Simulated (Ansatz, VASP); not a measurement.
## Ga: VASP beside Ansatz

The input INCAR:

```
PREC     = Accurate       # precision mode
ENCUT    = 520            # plane-wave cutoff, eV
EDIFF    = 1E-6           # SCF threshold, eV
ISMEAR   = 0              # smearing method
SIGMA    = 0.1            # smearing width, eV
LREAL    = F              # projectors in reciprocal space
LASPH    = T              # aspherical terms in the spheres
NELM     = 100            # most SCF steps
ALGO     = Fast           # electronic algorithm
ISIF     = 2              # what is computed and relaxed
LWAVE    = F              # write WAVECAR
LCHARG   = F              # write CHGCAR
GGA      = PS             # functional
NBANDS   = 48             # bands
```

The input KPOINTS:

```
Automatic mesh
0
Gamma
  8 8 8
```

POSCAR

```
Ga
1.0
   -2.9232414628      2.9232414628      2.9232414628
    2.9232414628     -2.9232414628      2.9232414628
    2.9232414628      2.9232414628     -2.9232414628
Ga
6
Direct
    0.2500000000      0.6250000000      0.3750000000
    0.3750000000      0.2500000000      0.6250000000
    0.7500000000      0.8750000000      0.1250000000
    0.1250000000      0.7500000000      0.8750000000
    0.6250000000      0.3750000000      0.2500000000
    0.8750000000      0.1250000000      0.7500000000
```

Input for Ansatz:

```yaml
crystal:
  lattice:
    - [-2.9232414628, 2.9232414628, 2.9232414628]
    - [2.9232414628, -2.9232414628, 2.9232414628]
    - [2.9232414628, 2.9232414628, -2.9232414628]
  atoms:
    - { symbol: Ga, position: [0.25, 0.625, 0.375] }
    - { symbol: Ga, position: [0.375, 0.25, 0.625] }
    - { symbol: Ga, position: [0.75, 0.875, 0.125] }
    - { symbol: Ga, position: [0.125, 0.75, 0.875] }
    - { symbol: Ga, position: [0.625, 0.375, 0.25] }
    - { symbol: Ga, position: [0.875, 0.125, 0.75] }
basis:
  ecutwfc: 420
kpoints:
  mp_grid: { grid: [8, 8, 8] }
hamiltonian:
  xc: pbesol
scf:
  occupations: { method: gaussian, width: 0.1 }
output:
  forces: true
  stress: true
  eigenvalues: true
```

Alike in both runs: task single point; functional PBEsol; k mesh 8 × 8 × 8; occupations gaussian, width 0.1 eV; no spin polarisation.

|  | VASP | Ansatz |
| --- | --- | --- |
| version | VASP 6.6.1 | Ansatz 0.2.0 |
| potentials or method | VASP PAW PBE potentials, release 64 (Ga_d) | scalar-relativistic, plane waves, PAW |
| plane-wave cutoff (eV) | 520 | 420 |
| valence electrons in the cell | 78 | 78 |

VASP gave:

```
gap on the k mesh at the Fermi level (eV) : none
pressure (GPa)                            : 4.4
```

Q: What did Ansatz give for the same quantities?

A: gap on the k mesh at the Fermi level (eV): none; pressure (GPa): 4.3.

A gap of «none» marks a metal or a gap that the smearing closes.

Caveats: the PAW data sets were made with another functional, which shifts forces and pressure a little (VASP).
